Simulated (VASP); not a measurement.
A run of VASP 6.6.1:

The input INCAR:

```
SYSTEM = KF
PREC     = Accurate       ! precision mode
ENCUT    = 520            ! plane-wave cutoff, eV
EDIFF    = 1E-7           ! SCF threshold, eV
ISMEAR   = 0              ! smearing method
SIGMA    = 0.01           ! smearing width, eV
LREAL    = .False.        ! projectors in reciprocal space
LASPH    = .True.         ! aspherical terms in the spheres
NELM     = 60             ! most SCF steps
ALGO     = Normal         ! electronic algorithm
ISIF     = 2              ! what is computed and relaxed
LWAVE    = .False.        ! write WAVECAR
LCHARG   = .True.         ! write CHGCAR
GGA      = PE             ! functional
LELF     = .True.         ! ELF
LVHAR    = .True.       
NBANDS   = 15             ! bands
```

KPOINTS

```
Automatic mesh
0
Gamma
  6 6 6
  0 0 0
```

POSCAR

```
KF
1.0
    0.0000000000      2.9354014298      2.9354014298
    2.9354014298      0.0000000000      2.9354014298
    2.9354014298      2.9354014298      0.0000000000
K F
1 1
Direct
    0.0000000000      0.0000000000      0.0000000000
    0.2500000000      0.2500000000      0.2500000000
```

Potentials or basis: VASP PAW PBE potentials, release 64 (K_sv, F).

Launch:

```console
$ cat potpaw_PBE.64/K_sv/POTCAR potpaw_PBE.64/F/POTCAR > POTCAR
$ mpirun -np 1 vasp_std > vasp.out
```

Hardware: 1 thread of Intel(R) Xeon(R) Platinum 8488C (Sapphire Rapids) (shared host).

Question: Estimate the wall time of this run.

Answer: Run time: 15 s on 1 thread of Intel(R) Xeon(R) Platinum 8488C (Sapphire Rapids), with other jobs on the host, peak memory 0.17 GiB. Counts: scf iterations 14, k points 16.
